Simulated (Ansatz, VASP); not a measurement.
# One calculation of PtSe, two programs

```xyz
2
Lattice="0.0000 3.0374 3.0374 3.0374 0.0000 3.0374 3.0374 3.0374 0.0000" Properties=species:S:1:pos:R:3 pbc="T T T"
Pt    0.0000    0.0000    0.0000
Se    1.5187    1.5187    1.5187
```

The cell comes from a database or a generator and needn't be the stable form of this composition.

Alike in both runs: task single point; functional PBE; k mesh 5 × 5 × 5; occupations gaussian, width 0.05 eV; collinear spin; Hubbard terms Pt d U = 4.0 eV.

|  | VASP | Ansatz |
| --- | --- | --- |
| version | VASP 6.6.1 | Ansatz 0.2.0 |
| potentials or method | VASP PAW PBE potentials, release 64 (Pt, Se), cutoff 520 eV | all-electron LAPW, scalar-relativistic |

Ansatz gave:

```
gap on the k mesh at the Fermi level (eV) : none
pressure (GPa)                            : -10.5
net moment per atom (μB)                  : 0.00
```

**Question.** Which values does VASP return?

**Answer.** gap on the k mesh at the Fermi level (eV): none; pressure (GPa): -11.9; net moment per atom (μB): 0.00.

The programs project onto different local orbitals, so the same U acts differently. A gap of «none» marks a metal or a gap that the smearing closes. Ansatz ran all-electron here, so the differences hold the error of VASP's frozen core and of both bases.

Caveats: the k mesh is thin for a metal, which can move the energy by tens of meV per atom (Ansatz); U is the effective U less J, on atomic orbitals that reach past the spheres (Ansatz). The runs have no spin-orbit coupling, so splittings on Pt are missing. The state reached can hang on the start; a lower one may exist.
